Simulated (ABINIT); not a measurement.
# CdS (Greenockite) (P6_3mc) in ABINIT: reference runs, part 2 of 2

ABINIT 10.8.3 (patched build).

### 3 Single point, PBE (atoms moved at random, drawn with an rms of 0.05 Å)

run.abi reads:

```
# Pseudopotentials
pp_dirpath "./"
pseudos "Cd.GGA_PBE-JTH.xml, S.GGA_PBE-JTH.xml"

# Structure
acell 4.15 4.15 6.737 Angstrom
rprim
     1.0000000000     0.0000000000     0.0000000000
    -0.5000000000     0.8660254038     0.0000000000
     0.0000000000     0.0000000000     1.0000000000
ntypat 2
znucl 48 16
natom 4
typat 1 1 2 2
xcart
     2.0125923000     1.2033808367     3.3565081400
     0.0018363750     2.3858050277     0.0160946930
     2.0596699000     1.1951361882     5.8798717010
     0.0171955250     2.4097482919     2.5271430180 Angstrom
chkprim 0
chksymtnons 0
tolsym 1.0e-6

# Plane-wave basis
ecut 22.0
pawecutdg 44.0

# k points
kptopt 1
ngkpt 7 7 4
nshiftk 1
shiftk 0.0 0.0 0.0

# Exchange and correlation
ixc 11

# Bands and occupations
nband 22
occopt 3
tsmear 0.00183747

# SCF cycle
nstep 100
tolvrs 1.0e-9

# Output
iomode 3
prtwf 0
prtden 0
prteig 0
prtebands 0
prtvol 2
```

Potentials or basis: JTH PAW PBE v2.0.

Run with:

```bash
abinit run.abi > log 2>&1
```

run.abo:

```text
.Version 10.8.3 of ABINIT
 Symmetries : space group P1 (#  1); Bravais aP (primitive triclinic)
================================================================================
 Values of the parameters that define the memory need of the present run
     intxc =       0    ionmov =       0      iscf =      17    lmnmax =      18
     lnmax =       6     mgfft =      54  mpssoang =       3    mqgrid =    3802
     natom =       4  nloc_mem =       2    nspden =       1   nspinor =       1
    nsppol =       1      nsym =       1    n1xccc =       1    ntypat =       2
    occopt =       3   xclevel =       2
       mpw =        3361          nfft =       69984          nkpt =          99
 PAW method is used; the additional fine FFT grid is defined by:
   mgfftf=        80    nfftf =    184320
================================================================================
================================================================================

--------------------------------------------------------------------------------
------------- Echo of variables that govern the present computation ------------
--------------------------------------------------------------------------------
 -outvars: echo values of preprocessed input variables --------
            acell      7.8423634225E+00  7.8423634225E+00  1.2731084910E+01 Bohr
              amu      1.12411000E+02  3.20660000E+01
          chkprim           0
      chksymtnons           0
             ecut      2.20000000E+01 Hartree
              ixc          11
         kptrlatt        7    0    0      0    7    0      0    0    4
          kptrlen      5.09243396E+01
            natom           4
            nband          22
            ngfft          36      36      54
          ngfftdg          48      48      80
             nkpt          99
            nstep         100
             nsym           1
           ntypat           2
           occopt           3
        pawecutdg      4.40000000E+01 Hartree
         pawxcdev           0
           prtden           0
        prtebands           0
           prteig           0
           prtvol           2
            prtwf           0
            rprim      1.0000000000E+00  0.0000000000E+00  0.0000000000E+00
                      -5.0000000000E-01  8.6602540380E-01  0.0000000000E+00
                       0.0000000000E+00  0.0000000000E+00  1.0000000000E+00
          spgroup           1
           tolsym      1.00000000E-06
           tolvrs      1.00000000E-09
           tsmear      1.83747000E-03 Hartree
            typat      1  1  2  2
           useylm           1
           xangst      2.0125923000E+00  1.2033808367E+00  3.3565081400E+00
                       1.8363750000E-03  2.3858050277E+00  1.6094693000E-02
                       2.0596699000E+00  1.1951361882E+00  5.8798717010E+00
                       1.7195525000E-02  2.4097482919E+00  2.5271430180E+00
            xcart      3.8032482501E+00  2.2740602065E+00  6.3428811240E+00
                       3.4702458145E-03  4.5085180922E+00  3.0414561851E-02
                       3.8922120208E+00  2.2584800789E+00  1.1111347170E+01
                       3.2494832841E-02  4.5537643041E+00  4.7756081850E+00
             xred      6.5237700000E-01  3.3483000000E-01  4.9822000000E-01
                       3.3235699999E-01  6.6382899998E-01  2.3890000000E-03
                       6.6257399999E-01  3.3253599998E-01  8.7277300000E-01
                       3.3938900000E-01  6.7049099999E-01  3.7511400000E-01
            znucl       48.00000   16.00000

================================================================================

 chkinp: Checking input parameters for consistency.

================================================================================
[... 567 lines left out ...]
   2.00000    2.00000    2.00000    2.00000    2.00000    2.00000    2.00000    2.00000
   2.00000    2.00000    2.00000    2.00000    2.00000    2.00000    2.00000    2.00000
   1.99999    1.99999    0.00003    0.00000    0.00000    0.00000
 kpt#   2, nband= 22, wtk=  0.01020, kpt=  0.1429  0.0000  0.0000 (reduced coord)
  -0.32321   -0.30806   -0.15529   -0.15465   -0.15178   -0.14950   -0.14905   -0.14041
  -0.13997   -0.13745   -0.13611   -0.12248   -0.02810    0.07334    0.08848    0.09215
   0.12015    0.12199    0.20459    0.25451    0.34067    0.37503
      occupation numbers for kpt#   2
   2.00000    2.00000    2.00000    2.00000    2.00000    2.00000    2.00000    2.00000
   2.00000    2.00000    2.00000    2.00000    2.00000    2.00000    2.00000    2.00000
   2.00000    2.00000    0.00000    0.00000    0.00000    0.00000
 kpt#   3, nband= 22, wtk=  0.01020, kpt=  0.2857  0.0000  0.0000 (reduced coord)
[... 760 lines left out ...]
  -0.31055   -0.30631   -0.14992   -0.14950   -0.14754   -0.14649   -0.14256   -0.14166
  -0.13822   -0.13683   -0.12818   -0.12744   -0.01101   -0.00619    0.06740    0.06997
   0.08125    0.08282    0.27365    0.27589    0.33053    0.33391
      occupation numbers for kpt#  98
   2.00000    2.00000    2.00000    2.00000    2.00000    2.00000    2.00000    2.00000
   2.00000    2.00000    2.00000    2.00000    2.00000    2.00000    2.00000    2.00000
   2.00000    2.00000    0.00000    0.00000    0.00000    0.00000
 kpt#  99, nband= 22, wtk=  0.01020, kpt= -0.1429  0.4286  0.5000 (reduced coord)
  -0.31063   -0.30635   -0.15023   -0.14948   -0.14832   -0.14677   -0.14225   -0.14145
  -0.13818   -0.13680   -0.12805   -0.12740   -0.00989   -0.00579    0.06744    0.07022
   0.08112    0.08301    0.27389    0.27528    0.32898    0.33354
      occupation numbers for kpt#  99
   2.00000    2.00000    2.00000    2.00000    2.00000    2.00000    2.00000    2.00000
   2.00000    2.00000    2.00000    2.00000    2.00000    2.00000    2.00000    2.00000
   2.00000    2.00000    0.00000    0.00000    0.00000    0.00000
 Total charge density [el/Bohr^3]
)     Maximum=    7.6573E-01  at reduced coord.    0.3333    0.6667    0.0000
)Next maximum=    7.6477E-01  at reduced coord.    0.6458    0.3333    0.5000
)     Minimum=   -2.2653E-01  at reduced coord.    0.3333    0.6667    0.3750
)Next minimum=   -2.2631E-01  at reduced coord.    0.6667    0.3333    0.8750
   Integrated=    3.6000E+01

--- !EnergyTerms
iteration_state     : {dtset: 1, }
comment             : Components of total free energy in Hartree
kinetic             :  3.45667229252928E+01
hartree             :  2.88881389765305E+01
xc                  : -1.37911776533031E+01
Ewald energy        : -8.48660207383138E+01
psp_core            :  3.08652000500173E+00
local_psp           : -8.98195960514211E+01
PAW spherical_terms :  6.08962281011183E+00
internal            : -1.15845789726101E+02
'-kT*entropy'       : -7.15564218342825E-09
total_energy        : -1.15845789733257E+02
total_energy_eV     : -3.15232452940235E+03
...

--- !EnergyTermsDC
iteration_state     : {dtset: 1, }
comment             : '"Double-counting" decomposition of free energy'
band_energy         : -3.43773799988289E+00
Ewald energy        : -8.48660207383138E+01
psp_core            :  3.08652000500173E+00
xc_dc               : -2.73180830614654E+01
PAW spherical_terms : -3.31045799475513E+00
internal            : -1.15845779789416E+02
'-kT*entropy'       : -7.15564218342825E-09
total_energy_dc     : -1.15845779796571E+02
total_energy_dc_eV  : -3.15232425901136E+03
...

--- !EnergyTermsWithPAWCore
iteration_state     : {dtset: 1, }
comment             : 'Components of total free energy, including PAW core contributions'
Total energy        : -1.19878438940206E+04
Total energy DC     : -1.19878438840840E+04
Total energy (eV)   : -3.26205850456721E+05
Total energy DC (eV): -3.26205850186330E+05
...

 Cartesian components of stress tensor (hartree/bohr^3)
  sigma(1 1)= -6.49544310E-05  sigma(3 2)= -1.13751473E-06
  sigma(2 2)= -6.47901495E-05  sigma(3 1)= -1.34683191E-05
  sigma(3 3)= -9.57661463E-05  sigma(2 1)=  3.03942307E-05

-Cartesian components of stress tensor (GPa)         [Pressure=  2.2116E+00 GPa]
- sigma(1 1)= -1.91102534E+00  sigma(3 2)= -3.34668386E-02
- sigma(2 2)= -1.90619201E+00  sigma(3 1)= -3.96251628E-01
- sigma(3 3)= -2.81753730E+00  sigma(2 1)=  8.94229141E-01

== END DATASET(S) ==============================================================
================================================================================

 -outvars: echo values of variables after computation  --------
            acell      7.8423634225E+00  7.8423634225E+00  1.2731084910E+01 Bohr
           etotal     -1.1584577980E+02
            fcart      7.4685027658E-03 -1.4743358875E-04  2.7777998985E-04
                      -1.4522622233E-03  6.5042716905E-04 -4.1222841425E-03
                       1.7625580478E-03 -5.9139389895E-04  2.9355077093E-03
                      -7.7787985903E-03  8.8400318649E-05  9.0899644336E-04
            rprim      1.0000000000E+00  0.0000000000E+00  0.0000000000E+00
                      -5.0000000000E-01  8.6602540380E-01  0.0000000000E+00
                       0.0000000000E+00  0.0000000000E+00  1.0000000000E+00
           strten     -6.4954430952E-05 -6.4790149482E-05 -9.5766146329E-05
                      -1.1375147250E-06 -1.3468319071E-05  3.0394230714E-05
           xangst      2.0125923000E+00  1.2033808367E+00  3.3565081400E+00
                       1.8363750000E-03  2.3858050277E+00  1.6094693000E-02
                       2.0596699000E+00  1.1951361882E+00  5.8798717010E+00
                       1.7195525000E-02  2.4097482919E+00  2.5271430180E+00
             xred      6.5237700000E-01  3.3483000000E-01  4.9822000000E-01
                       3.3235699999E-01  6.6382899998E-01  2.3890000000E-03
                       6.6257399999E-01  3.3253599998E-01  8.7277300000E-01
                       3.3938900000E-01  6.7049099999E-01  3.7511400000E-01
 Calculation completed.
```

It took 6.1 min on 1 thread of Arm Neoverse V2, shared host; peak memory 0.35 GiB.

Results:

```yaml
Free_energy: -3152.3243 eV
Pressure: 2.2 GPa
Largest_force: 0.403 eV/Å
Band_gap_on_the_k_mesh: 1.17 eV, direct
Valence_electrons_inside_the_program's_atomic_spheres: Cd 10.46; S 3.56, 3.57
```

Forces in eV/Å, atoms in the order of the input:
```
Cd   0.384 -0.008  0.014
Cd  -0.075  0.033 -0.212
S    0.091 -0.030  0.151
S   -0.400  0.005  0.047
```

Stress tensor (GPa, compression positive):
```
 1.91 -0.89  0.40
-0.89  1.91  0.03
 0.40  0.03  2.82
```

### 4 Comparison with measurements

Step 2. A measured gap of CdS is 2.5809 eV (quoted in “Isotope dependence of band-gap energy”, 2008, arxiv:0807.2152); the calculated 1.18 eV misses it by -1.40 eV. So large a miss can be the level of theory's own, or it may mean another phase, state or a wrong row. Spin-orbit coupling on Cd is left out. The value is that of PBE, without temperature or zero-point motion. Semilocal functionals fall short of measured gaps as a rule.
